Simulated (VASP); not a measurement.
# InP (F-43m) in VASP: further runs

The runs below take InP through relaxation of cell and atoms, with PBEsol, PBE.

Program: VASP 6.6.1. These are calculated values, not measurements. Logs are shortened: lines on timing, memory, paths and dates and some standing lists are left out, and cuts for length are marked.

## Step 1: Starting point

It takes space group F-43m (No. 216, cubic). Conventional cell: a = 5.861 Å, b = 5.861 Å, c = 5.861 Å, α = 90.00°, β = 90.00°, γ = 90.00°. Around In (site symmetry -43m) lie 4 P at 2.54 Å. Around P (site symmetry -43m) lie 4 In at 2.54 Å.

## Step 2: Relaxation of cell and atoms, PBEsol

INCAR reads:

```
SYSTEM = InP
  PREC = Accurate
  ENCUT = 600
  EDIFF = 1E-6
  ISMEAR = 0
  SIGMA = 0.03
  LREAL = .FALSE.
  LASPH = .TRUE.
  NELM = 80
  ALGO = Normal
  ISIF = 3
  LWAVE = .FALSE.
  LCHARG = .FALSE.
  GGA = PS
  IBRION = 2
  NSW = 90
  EDIFFG = -0.01
```

KPOINTS reads:

```
regular mesh
0
G
  8 8 8
  0 0 0
```

POSCAR reads:

```
InP
1.0
    0.0000000000      2.9305000000      2.9305000000
    2.9305000000      0.0000000000      2.9305000000
    2.9305000000      2.9305000000      0.0000000000
In P
1 1
Direct
    0.0000000000      0.0000000000      0.0000000000
    0.2500000000      0.2500000000      0.2500000000
```

Potentials or basis: VASP PAW PBE potentials, release 64 (In_d, P).

Command:

```sh
$ cat potpaw_PBE.64/In_d/POTCAR potpaw_PBE.64/P/POTCAR > POTCAR
$ mpirun -np 1 vasp_std > vasp.out
```

OUTCAR:

```text
SYSTEM = InP
   PREC = Accurate
   ENCUT = 600
   EDIFF = 1E-6
   ISMEAR = 0
   LREAL = .FALSE.
   LASPH = .TRUE.
   NELM = 80
   ISIF = 3
   GGA = PS
   IBRION = 2
   NSW = 90
   EDIFFG = -0.01

 ion  position               nearest neighbor table
   1  0.000  0.000  0.000-   2 2.54   2 2.54   2 2.54   2 2.54
   2  0.250  0.250  0.250-   1 2.54   1 2.54   1 2.54   1 2.54

  LATTYP: Found a face centered cubic cell.
 ALAT       =     5.8610000000

  Lattice vectors:

 A1 = (   0.0000000000,   2.9305000000,   2.9305000000)
 A2 = (   2.9305000000,   0.0000000000,   2.9305000000)
 A3 = (   2.9305000000,   2.9305000000,   0.0000000000)

Analysis of symmetry for initial positions (statically):
=====================================================================
 Subroutine PRICEL returns:
 Original cell was already a primitive cell.

 Routine SETGRP: Setting up the symmetry group for a
 face centered cubic supercell.

 Subroutine GETGRP returns: Found 24 space group operations
 (whereof 24 operations were pure point group operations)
 out of a pool of 48 trial point group operations.

The static configuration has the point symmetry T_d .

Analysis of symmetry for dynamics (positions and initial velocities):
=====================================================================
 Subroutine PRICEL returns:
 Original cell was already a primitive cell.

 Routine SETGRP: Setting up the symmetry group for a
 face centered cubic supercell.

 Subroutine GETGRP returns: Found 24 space group operations
 (whereof 24 operations were pure point group operations)
 out of a pool of 48 trial point group operations.

The dynamic configuration has the point symmetry T_d .

 Subroutine INISYM returns: Found 24 space group operations
 (whereof 24 operations are pure point group operations),
 and found     1 'primitive' translations

----------------------------------------------------------------------------------------

                                     Primitive cell

  volume of cell :      50.3333

  direct lattice vectors                    reciprocal lattice vectors
     0.000000000  2.930500000  2.930500000    -0.170619348  0.170619348  0.170619348
     2.930500000  0.000000000  2.930500000     0.170619348 -0.170619348  0.170619348
     2.930500000  2.930500000  0.000000000     0.170619348  0.170619348 -0.170619348

  length of vectors
     4.144352845  4.144352845  4.144352845     0.295521380  0.295521380  0.295521380

  position of ions in fractional coordinates (direct lattice)
     0.000000000  0.000000000  0.000000000
     0.250000000  0.250000000  0.250000000

  ion indices of the primitive-cell ions
   primitive index   ion index
                 1           1
                 2           2

----------------------------------------------------------------------------------------

 KPOINTS: regular mesh

Automatic generation of k-mesh.
 Grid dimensions read from file:
 generate k-points for:    8    8    8

 Generating k-lattice:

  Cartesian coordinates                     Fractional coordinates (reciprocal lattice)
    -0.021327419  0.021327419  0.021327419     0.125000000  0.000000000  0.000000000
     0.021327419 -0.021327419  0.021327419     0.000000000  0.125000000  0.000000000
     0.021327419  0.021327419 -0.021327419     0.000000000  0.000000000  0.125000000

  Length of vectors
     0.036940172  0.036940172  0.036940172

  Shift w.r.t. Gamma in fractional coordinates (k-lattice)
     0.000000000  0.000000000  0.000000000

 Subroutine IBZKPT returns following result:
 ===========================================

 Found     29 irreducible k-points:

 Following reciprocal coordinates:
            Coordinates               Weight
  0.000000  0.000000  0.000000      1.000000
  0.125000  0.000000  0.000000      8.000000
  0.250000  0.000000  0.000000      8.000000
  0.375000  0.000000  0.000000      8.000000
  0.500000  0.000000  0.000000      4.000000
  0.125000  0.125000  0.000000      6.000000
[... 16 lines left out ...]
  0.500000  0.250000  0.125000     48.000000
 -0.375000  0.250000  0.125000     24.000000
 [... further k-points ...]
   k-points           NKPTS =     29   k-points in BZ     NKDIM =     29   number of bands    NBANDS=     13
   number of dos      NEDOS =    301   number of ions     NIONS =      2
   total plane-waves  NPLWV =  46656
   dimension x,y,z NGX =    36 NGY =   36 NGZ =   36
   dimension x,y,z NGXF=    72 NGYF=   72 NGZF=   72
   ions per type =               1   1
   NGX,Y,Z   is equivalent  to a cutoff of  14.44, 14.44, 14.44 a.u.
   NGXF,Y,Z  is equivalent  to a cutoff of  28.88, 28.88, 28.88 a.u.
 SYSTEM =  InP
   PREC   = accura    normal or accurate (medium, high low for compatibility)
   ISTART =      0    job   : 0-new  1-cont  2-samecut
   ICHARG =      2    charge: 1-file 2-atom 10-const
   ISPIN  =      1    spin polarized calculation?
   LNONCOLLINEAR =      F non collinear calculations
   LSORBIT =      F    spin-orbit coupling
   LASPH  =      T    aspherical Exc in radial PAW
   ENCUT  =  600.0 eV  44.10 Ry    6.64 a.u.   8.28  8.28  8.28*2*pi/ulx,y,z
   NELM   =     80;   NELMIN=  2; NELMDL= -5     # of ELM steps
   EDIFF  = 0.1E-05   stopping-criterion for ELM
   LREAL  =      F    real-space projection
   EDIFFG = -.1E-01   stopping-criterion for IOM
   NSW    =     90    number of steps for IOM
   IBRION =      2    ionic relax: 0-MD 1-quasi-New 2-CG
   NFREE  =      1    steps in history (QN), initial steepest desc. (CG)
   ISIF   =      3    stress and relaxation
   ISYM   =      2    0-nonsym 1-usesym 2-fastsym
   POTIM  = 0.5000    time-step for ionic-motion
   TEBEG  =    0.0;   TEEND  =   0.0 temperature during run
   PSTRESS=    0.0 pullay stress
   NELECT =      18.0000    total number of electrons
   NUPDOWN=      -1.0000    fix difference up-down
   EMIN   =  10.00;   EMAX   =-10.00  energy-range for DOS
   EFERMI =   0.00;   METHOD = LEGACY
   ISMEAR =     0;   SIGMA  =   0.03  broadening in eV -4-tet -1-fermi 0-gaus
   EFERMI_NEDOS =   21; number of points for ismear=-14 and -15
   IALGO  =     38    algorithm
   IMIX   =      4    mixing-type and parameters
     AMIX     =   0.40;   BMIX     =  1.00
     AMIX_MAG =   1.60;   BMIX_MAG =  1.00
  volume/ion in A,a.u.               =      25.17       169.83
  Fermi-wavevector in a.u.,A,eV,Ry     =   1.162021  2.195901 18.371846  1.350293
  Thomas-Fermi vector in A             =   2.298587
   LORBIT       =      0    0 simple, 1 ext, 2 COOP (PROOUT), +10 PAW based schemes
   GGA     = PS    functional components
   LHFCALC =     F    Hartree Fock is set to
   AEXX    =    0.0000 exact exchange contribution
   IVDW    =     0    specifies the selected vdW correction
   LEPSILON=     F    determine dielectric tensor
   LRPA    =     F    only Hartree local field effects (RPA)
 conjugate gradient relaxation of ions
 non-spin polarized calculation
 Gauss-broadening in eV      SIGMA  =   0.03
  energy-cutoff  :      600.00
  volume of cell :       50.33
 maximum number of plane-waves:      1700
 NGX is ok and might be reduce to    36
   NGX = 17   NGY = 17   NGZ = 17

--------------------------------------- Ionic step        1  -------------------------------------------

 number of electron      17.9999998 magnetization

 Free energy of the ion-electron system (eV)
  ---------------------------------------------------
  ext. energy  EPLUGINS =         0.00000000
  ---------------------------------------------------
  free energy    TOTEN  =        -9.15420227 eV

  energy without entropy =       -9.15420227  energy(sigma->0) =       -9.15420227

------------------------ aborting loop because EDIFF is reached ----------------------------------------

  FORCE on cell =-STRESS in cart. coord.  units (eV):
  Direction    XX          YY          ZZ          XY          YZ          ZX
  --------------------------------------------------------------------------------------
  -------------------------------------------------------------------------------------
  Total        0.1927368      0.1927368      0.1927368      0.0000000      0.0000000      0.0000000
  in kB        6.1350783      6.1350783      6.1350783      0.0000000      0.0000000      0.0000000
  external PRESSURE =       6.1350783 kB  Pullay stress =       0.0000000 kB

 VOLUME and BASIS-vectors are now :
 -----------------------------------------------------------------------------
  energy-cutoff  :      600.00
  volume of cell :       50.33
      direct lattice vectors                 reciprocal lattice vectors
     0.000000000  2.930500000  2.930500000    -0.170619348  0.170619348  0.170619348
     2.930500000  0.000000000  2.930500000     0.170619348 -0.170619348  0.170619348
     2.930500000  2.930500000  0.000000000     0.170619348  0.170619348 -0.170619348
[... 37 lines left out ...]
 POSITION                                       TOTAL-FORCE (eV/Angst)
 -----------------------------------------------------------------------------------
      2.94412      5.88825      2.94412         0.000000      0.000000      0.000000
      1.47206      1.47206      1.47206        -0.000000     -0.000000     -0.000000
 -----------------------------------------------------------------------------------
    total drift:                               -0.000000     -0.000000     -0.000000

  FREE ENERGIE OF THE ION-ELECTRON SYSTEM (eV)
  ---------------------------------------------------
  free  energy   TOTEN  =        -9.1548196707 eV

  energy  without entropy=       -9.1548196707  energy(sigma->0) =       -9.15481967

--------------------------------------- Ionic step        3  -------------------------------------------

 number of electron      17.9999998 magnetization

 Free energy of the ion-electron system (eV)
  ---------------------------------------------------
  ext. energy  EPLUGINS =         0.00000000
  ---------------------------------------------------
  free energy    TOTEN  =        -9.15507187 eV

  energy without entropy =       -9.15507187  energy(sigma->0) =       -9.15507187

 E-fermi :   5.1924     XC(G=0):  -9.4390

 val. band max:        4.9938460224   @ k =   0.0000   0.0000   0.0000
 cond. band min:       5.5600274206   @ k =   0.0000   0.0000   0.0000
 fundamental gap:      0.5661813982
 Fermi energy:         5.1923669079

 k-point     1 :       0.0000    0.0000    0.0000
  band No.  band energies     occupation
      1      -9.1376      2.00000
      2      -9.1376      2.00000
      3      -9.1376      2.00000
      4      -8.9876      2.00000
      5      -8.9876      2.00000
      6      -6.4923      2.00000
      7       4.9938      2.00000
      8       4.9938      2.00000
      9       4.9938      2.00000
     10       5.5600      0.00000
     11       9.0098      0.00000
     12       9.0098      0.00000
     13       9.0098      0.00000

 k-point     2 :       0.1250    0.0000    0.0000
  band No.  band energies     occupation
      1      -9.1564      2.00000
      2      -9.1303      2.00000
      3      -9.1303      2.00000
      4      -8.9875      2.00000
      5      -8.9875      2.00000
      6      -6.3147      2.00000
      7       3.4177      2.00000
      8       4.8068      2.00000
      9       4.8068      2.00000
     10       6.5380      0.00000
     11       9.1448      0.00000
[... 339 lines left out ...]
 k-point    24 :      -0.3750    0.2500    0.1250
  band No.  band energies     occupation
      1      -9.2687      2.00000
      2      -9.0900      2.00000
      3      -9.0701      2.00000
      4      -8.9931      2.00000
      5      -8.9748      2.00000
      6      -4.4547      2.00000
      7      -0.5732      2.00000
      8       2.2830      2.00000
      9       3.3562      2.00000
     10       8.0707      0.00000
     11       9.0722      0.00000
     12      10.7919      0.00000
     13      12.1029      0.00000

 [... further k-points ...]

------------------------ aborting loop because EDIFF is reached ----------------------------------------

  FORCE on cell =-STRESS in cart. coord.  units (eV):
  Direction    XX          YY          ZZ          XY          YZ          ZX
  --------------------------------------------------------------------------------------
  -------------------------------------------------------------------------------------
  Total       -0.0027194     -0.0027194     -0.0027194      0.0000000      0.0000000     -0.0000000
  in kB       -0.0857854     -0.0857854     -0.0857854      0.0000000      0.0000000     -0.0000000
  external PRESSURE =      -0.0857854 kB  Pullay stress =       0.0000000 kB

 VOLUME and BASIS-vectors are now :
 -----------------------------------------------------------------------------
  energy-cutoff  :      600.00
  volume of cell :       50.79
      direct lattice vectors                 reciprocal lattice vectors
    -0.000000000  2.939330816  2.939330816    -0.170106746  0.170106746  0.170106746
     2.939330816  0.000000000  2.939330816     0.170106746 -0.170106746  0.170106746
     2.939330816  2.939330816  0.000000000     0.170106746  0.170106746 -0.170106746

 POSITION                                       TOTAL-FORCE (eV/Angst)
 -----------------------------------------------------------------------------------
      0.00000      0.00000      0.00000         0.000000     -0.000000     -0.000000
      1.46967      1.46967      1.46967        -0.000000      0.000000      0.000000
 -----------------------------------------------------------------------------------
    total drift:                               -0.000000     -0.000000     -0.000000

  FREE ENERGIE OF THE ION-ELECTRON SYSTEM (eV)
  ---------------------------------------------------
  free  energy   TOTEN  =        -9.1550718674 eV

  energy  without entropy=       -9.1550718674  energy(sigma->0) =       -9.15507187

 reached required accuracy - stopping structural energy minimisation
```

It took 26 s on 1 thread of Intel Xeon 6975P-C (Granite Rapids), shared host; peak memory 0.22 GiB.

Results:

| Quantity | Value |
| --- | --- |
| Free energy | -9.1551 eV |
| Relaxed volume | 25.39 Å³/atom |
| Relaxed cell | a = 4.157 Å, b = 4.157 Å, c = 4.157 Å, α = 60.00°, β = 60.00°, γ = 60.00° |
| Space group after relaxing (to 0.05 Å) | F-43m (No. 216) |
| Energy gained by relaxing | 0.4 meV/atom |
| Ionic steps | 3 |
| Pressure after relaxing | 0.0 GPa |
| Band gap on the k mesh | 0.57 eV, direct |

The path:
```csv
step,energy change (eV),largest force (eV/Å),pressure (GPa),volume (Å³)
1,0.0000,0.0000,0.61,50.33
2,-0.0006,0.0000,-0.30,51.04
3,-0.0009,0.0000,-0.01,50.79
```

Final structure:
```yaml
crystal:
  lattice:
    - [0.00000, 2.93933, 2.93933]
    - [2.93933, 0.00000, 2.93933]
    - [2.93933, 2.93933, 0.00000]
  atoms:
    - { symbol: In, position: [0.00000, 0.00000, 0.00000] }
    - { symbol: P, position: [0.25000, 0.25000, 0.25000] }
```

Levels at points of the mesh, in eV from the valence-band top:
```tsv
k point	band 7	band 8	band 9	band 10	band 11	band 12
(0.00, 0.00, 0.00)	0.00	0.00	0.00	0.57	4.02	4.02
(0.50, 0.00, 0.00)	-5.75	-0.97	-0.97	1.38	4.73	4.73
(0.50, 0.50, 0.00)	-5.78	-2.32	-2.32	1.65	2.17	9.04
```

Caveat: the PAW data sets were made with another functional, which shifts forces and pressure a little; spin-orbit coupling is left out, which moves the levels of the heavy elements. Expect the measured gap to be larger: semilocal functionals such as PBEsol lack the derivative discontinuity.

## Step 3: Relaxation of cell and atoms, PBEsol

This run uses another cell than the first one, of 25.39 Å³/atom, 1.009 times its volume.

INCAR: that of step 2 with these lines changed.

```diff
@@ -3,3 +3,3 @@
   ENCUT = 600
-  EDIFF = 1E-6
+  EDIFF = 1E-7
   ISMEAR = 0
@@ -16,2 +16,2 @@
   NSW = 90
-  EDIFFG = -0.01
+  EDIFFG = -0.005
```

KPOINTS is that of step 2.

POSCAR reads:

```
InP                                     
1.0
   -0.0000000000      2.9393308163      2.9393308163
    2.9393308163      0.0000000000      2.9393308163
    2.9393308163      2.9393308163      0.0000000000
  In              P             
     1     1
Direct
     0.0000000000000000    0.0000000000000000    0.0000000000000000
     0.2500000000000000    0.2500000000000000    0.2500000000000000
```

Potentials or basis: VASP PAW PBE potentials, release 64 (In_d, P).

Command:

```sh
$ cat potpaw_PBE.64/In_d/POTCAR potpaw_PBE.64/P/POTCAR > POTCAR
$ mpirun -np 1 vasp_std > vasp.out
```

Wall time 12 s (1 thread of Intel Xeon 6975P-C (Granite Rapids), shared host); peak memory 0.21 GiB.

The run converged. Its results:

- Free energy: -9.1551 eV
- Pressure after relaxing: 0.0 GPa
- Band gap on the k mesh: 0.57 eV, direct

Final structure:
```yaml
crystal:
  lattice:
    - [0.00000, 2.93933, 2.93933]
    - [2.93933, 0.00000, 2.93933]
    - [2.93933, 2.93933, 0.00000]
  atoms:
    - { symbol: In, position: [0.00000, 0.00000, 0.00000] }
    - { symbol: P, position: [0.25000, 0.25000, 0.25000] }
```

Levels at points of the mesh, in eV from the valence-band top:
```tsv
k point	band 7	band 8	band 9	band 10	band 11	band 12
(0.00, 0.00, 0.00)	0.00	0.00	0.00	0.57	4.02	4.02
(0.50, 0.00, 0.00)	-5.75	-0.97	-0.97	1.38	4.73	4.73
(0.50, 0.50, 0.00)	-5.78	-2.32	-2.32	1.65	2.17	9.04
```

Caveat: the relaxation stopped at its first step, so nothing moved; the PAW data sets were made with another functional, which shifts forces and pressure a little; spin-orbit coupling is left out, which moves the levels of the heavy elements.

[end of part 1 of 2]
